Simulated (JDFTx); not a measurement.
Runs of JDFTx 1.7.0 (patched build) on MoP. The structure is hexagonal, space group P-6m2 (No. 187). The conventional cell has a = 3.223 Å, b = 3.223 Å, c = 3.191 Å, α = 90.00°, β = 90.00°, γ = 120.00°. Mo (site symmetry -6m2) has 6 P at 2.45 Å as nearest neighbours. Around P (site symmetry -6m2) lie 6 Mo at 2.45 Å. 

| task | level | potentials or basis | smearing | max SCF steps | SCF threshold on the energy | solver of the electrons | further solve for the empty bands | band ratio of the Davidson solver | gap on the mesh (eV) | pressure (GPa) |
| --- | --- | --- | --- | --- | --- | --- | --- | --- | --- | --- |
| single point | PBE | PseudoDojo-SR-PBE-0.5-standard with smoothed tails | gaussian 0.011 eV | 100 | 1e-09 Ha | scf | yes | - | none | 2.7 |
| single point | RPBE | PseudoDojo-SR-PBE-0.5-standard with smoothed tails | gaussian 0.1 eV | 100 | 1e-09 Ha | scf | yes | - | none | 4.9 |
| single point | LDA | PseudoDojo-SR-LDA-0.4.1-standard with smoothed tails | fermi-dirac 0.05 eV | 100 | 1e-09 Ha | scf | yes | - | none | -7.4 |
| single point | revPBE | PseudoDojo-SR-PBE-0.5-standard with smoothed tails | fermi-dirac 0.05 eV | 100 | 1e-09 Ha | scf | yes | - | none | (a) |

Alike in all rows: no spin polarisation; cell as given; k mesh 10 × 10 × 8; cutoff (eV) 1088.

Task: Fill in the values left out.

Result: (a) 4.3.

Caveats: the potentials were made for another functional, which shifts forces and pressure (some runs); the empty levels aren't tightly converged (some runs).

A k mesh can miss the band edges, and the runs leave out spin-orbit coupling on Mo.

A gap of «none» marks a metal or a gap under the smearing width.
